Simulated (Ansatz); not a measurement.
ZnTe:
```
CELL_PARAMETERS angstrom
      0.00000     3.03292     3.03292
      3.03292     0.00000     3.03292
      3.03292     3.03292     0.00000
ATOMIC_POSITIONS crystal
  Te 0.75000 0.75000 0.75000
  Zn 0.00000 0.00000 0.00000
```

Relaxed with PBEsol. Special points in fractions of this cell's reciprocal vectors: Γ (0.000, 0.000, 0.000); X (0.500, 0.000, 0.500); U (0.625, 0.250, 0.625); K (0.375, 0.375, 0.750); L (0.500, 0.500, 0.500); W (0.500, 0.250, 0.750).

Question: List the band energies nearest the valence-band maximum at these points for DFT-PBEsol in the program Ansatz with PAW potentials.

Answer: In eV from the valence-band maximum; about four levels below and three above (degenerate sets whole), none deeper than 8.9 eV; points with the same levels are listed once.

| k | below | above |
|---|---|---|
| Γ | -6.72 -6.72 0.00 0.00 0.00 | 1.24 4.36 4.36 4.36 |
| X | -6.51 -5.11 -2.25 -2.25 | 2.19 2.24 9.85 9.85 |
| U | -6.46 -4.99 -3.19 -1.87 | 2.56 4.70 7.72 |
| L | -6.57 -5.30 -0.93 -0.93 | 1.73 5.01 5.01 |
| W | -6.43 -4.97 -2.93 -2.71 | 4.56 4.77 5.75 |

Space group F-43m (zinc blende). Symmetry was held in the PBEsol relaxation. Spin–orbit coupling is left out wherever it is not named.

Potentials: the later of the program's two PAW sets.
